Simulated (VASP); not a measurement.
# TlBr: single point with r2SCAN

Crystal: TlBr.

```
CELL_PARAMETERS angstrom
3.97000 0.00000 0.00000
0.00000 3.97000 0.00000
0.00000 0.00000 3.97000
ATOMIC_POSITIONS crystal
Tl 0.00000 0.00000 0.00000
Br 0.50000 0.50000 0.50000
```

```
Program             : VASP 6.6.1
Task                : single point
Functional          : r2SCAN
Potentials or basis : VASP PAW PBE potentials, release 64 (Tl_d, Br)
Cutoff              : 520 eV
k mesh              : 4 × 4 × 4
Occupations         : gaussian, width 0.1 eV
Spin                : no spin polarisation
```

- Pressure: 0.6 GPa
- Band gap on the k mesh: 2.28 eV, direct

Levels at points of the mesh, in eV from the valence-band top:
```
           k point  band 8  band 9  band 10  band 11  band 12  band 13
(0.00, 0.00, 0.00)   -1.39   -1.39    -1.39     7.53     7.53     7.75
(0.50, 0.00, 0.00)   -0.89   -0.89     0.00     2.28     6.23     6.23
(0.50, 0.50, 0.00)   -3.03   -3.03    -0.81     5.28     5.28     7.90
(0.50, 0.50, 0.50)   -2.03   -2.03    -2.03     2.48     2.48     2.48
```

Run time: 39 s on 1 thread of Intel(R) Xeon(R) Platinum 8488C (Sapphire Rapids), with other jobs on the host, peak memory 0.17 GiB.

Caveat: the PAW data sets were made with another functional, which shifts forces and pressure a little; spin-orbit coupling is left out, which as a rule narrows the gap of such compounds by several tenths of an eV. A k mesh can miss the band edges.
